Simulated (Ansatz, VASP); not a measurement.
AlN in VASP and in Ansatz

The input INCAR:

```
PREC = Accurate ; ENCUT = 520
EDIFF = 1E-6 ; ISMEAR = 0
SIGMA = 0.02 ; LREAL = F
LASPH = T ; NELM = 80
ALGO = Normal ; ISIF = 2
LWAVE = F ; LCHARG = F
GGA = PE ; NBANDS = 11
```

The input KPOINTS:

```
Automatic mesh
0
Gamma
  10 10 10
```

File POSCAR:

```
AlN
1.0
    0.0000000000      2.1839935596      2.1839935596
    2.1839935596      0.0000000000      2.1839935596
    2.1839935596      2.1839935596      0.0000000000
Al N
1 1
Direct
    0.0000000000      0.0000000000      0.0000000000
    0.2500000000      0.2500000000      0.2500000000
```

The input input.yaml:

```yaml
crystal:
  lattice:
    - [0.0, 2.1839935596, 2.1839935596]
    - [2.1839935596, 0.0, 2.1839935596]
    - [2.1839935596, 2.1839935596, 0.0]
  atoms:
    - { symbol: Al, position: [0.0, 0.0, 0.0] }
    - { symbol: "N", position: [0.25, 0.25, 0.25] }
kpoints:
  mp_grid: { grid: [10, 10, 10] }
scf:
  occupations: { method: gaussian, width: 0.02 }
hamiltonian:
  xc: pbe
  pseudopotentials: { kind: all_electron, lapw: { basis_error: 0.001 } }
output:
  forces: true
  stress: true
  eigenvalues: true
```

Measurements of this composition are mostly on another form, of space group No. 186.

Alike in both runs: task single point; functional PBE; k mesh 10 × 10 × 10; occupations gaussian, width 0.02 eV; no spin polarisation.

```csv
,VASP,Ansatz
version,VASP 6.6.1,Ansatz 0.2.0
potentials or method,"VASP PAW PBE potentials, release 64 (Al, N)","all-electron LAPW, scalar-relativistic"
plane-wave cutoff (eV),520,see its input
```

VASP gave:

| Item | Value |
| --- | --- |
| gap on the k mesh at the Fermi level (eV) | 3.32 |
| least direct gap on the mesh (eV) | 4.20 |
| pressure (GPa) | 4.6 |

Estimate Ansatz's values.

gap on the k mesh at the Fermi level (eV): 3.32; least direct gap on the mesh (eV): 4.19; pressure (GPa): 4.8.

Ansatz ran all-electron here, so the differences hold the error of VASP's frozen core and of both bases.

A k mesh can miss the band edges. As with any semilocal functional, this PBE gap is likely too small.
